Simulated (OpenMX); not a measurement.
Crystal: CdSe (Cadmoselite).

```
CELL_PARAMETERS angstrom
4.30000 0.00000 0.00000
-2.15000 3.72391 0.00000
0.00000 0.00000 7.02000
ATOMIC_POSITIONS crystal
Cd 0.66667 0.33333 0.50000
Cd 0.33333 0.66667 0.00000
Se 0.66667 0.33333 0.88500
Se 0.33333 0.66667 0.38500
```

Base run:

| Item | Value |
| --- | --- |
| Program | OpenMX 3.8.5 |
| Functional | PBE |
| Potentials or basis | OpenMX 2013 PBE set, Cd7.0-s3p2d2, Se7.0-s3p2d2, grid cutoff 500 Ry |
| k mesh | 5 × 5 × 3 |
| Occupations | fermi-dirac, width 0.05 eV |
| Spin | non-collinear spin, zero start, spin-orbit coupling |
| Starting moments | [[0.0, 0.0, 0.0], [0.0, 0.0, 0.0], [0.0, 0.0, 0.0], [0.0, 0.0, 0.0]] μB |

Its results: band gap on the k mesh 0.77 eV, direct; net moment 0.00 μB per cell; largest force 0.333 eV/Å.

Problem. The run is repeated on the same cell with these changes: spin from non-collinear spin, zero start, spin-orbit coupling to non-collinear spin, zero start. What comes out?

Solution. Band gap on the k mesh 0.89 eV, direct; net moment 0.00 μB per cell; largest force 0.333 eV/Å.

Spin-orbit coupling splits the band edges, which narrows the gap.

Caveats: the basis of atomic orbitals isn't converged, which shifts pressures, moduli and gaps; total energies with and without spin-orbit coupling shouldn't be compared in this program (some runs).
